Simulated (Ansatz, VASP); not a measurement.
## CdS: VASP beside Ansatz

File INCAR:

```
SYSTEM = CdS
PREC = Accurate
ENCUT = 520
EDIFF = 1E-6
ISMEAR = 0
SIGMA = 0.05
LREAL = .False.
LASPH = .True.
NELM = 100
ALGO = Normal
ISIF = 2
LWAVE = .False.
LCHARG = .True.
GGA = PS
LELF = .True.
LVHAR = .True.
NBANDS = 16
```

File KPOINTS:

```
Automatic mesh
0
Gamma
  9 9 6
  0 0 0
```

Contents of POSCAR:

```
CdS
1.0
    4.0099141072      0.0000000000      0.0000000000
   -2.0049570536      3.4726874838      0.0000000000
    0.0000000000      0.0000000000      6.5543230253
Cd S
1 1
Direct
    0.0000000000      0.0000000000      0.4426919200
    0.6666666667      0.3333333333      0.4343080800
```

Input for Ansatz:

```yaml
crystal:
  lattice:
    - [4.0099141072, 0.0, 0.0]
    - [-2.0049570536, 3.4726874838, 0.0]
    - [0.0, 0.0, 6.5543230253]
  atoms:
    - { symbol: Cd, position: [0.0, 0.0, 0.44269192] }
    - { symbol: S, position: [0.6666666667, 0.3333333333, 0.43430808] }
basis:
  ecutwfc: 420
kpoints:
  mp_grid: { grid: [9, 9, 6] }
hamiltonian:
  xc: pbesol
scf:
  occupations: { method: gaussian, width: 0.05 }
output:
  forces: true
  stress: true
  eigenvalues: true
```

Alike in both runs: task single point; functional PBEsol; k mesh 9 × 9 × 6; occupations gaussian, width 0.05 eV; no spin polarisation.

|  | VASP | Ansatz |
| --- | --- | --- |
| version | VASP 6.6.1 | Ansatz 0.2.0 |
| potentials or method | VASP PAW PBE potentials, release 64 (Cd, S) | scalar-relativistic, plane waves, PAW |
| plane-wave cutoff (eV) | 520 | 420 |
| valence electrons in the cell | 18 | 26 |

```csv
,VASP,Ansatz,Ansatz less VASP
gap on the k mesh at the Fermi level (eV),1.81,1.80,-0.016
least direct gap on the mesh (eV),1.81,1.80,-0.016
pressure (GPa),4.9,4.6,-0.32
largest component of the traceless stress (GPa),4.93,4.58,-0.346
rms of the force components (eV/Å),0.029,0.026,-0.0039
```

Atom by atom the forces differ by 0.004 eV/Å (rms over components). The two sets of potentials don't hold the same shells in valence.

Caveats: the PAW data sets were made with another functional, which shifts forces and pressure a little (VASP); an odd mesh through Γ misses points on the zone boundary, where band edges often lie.
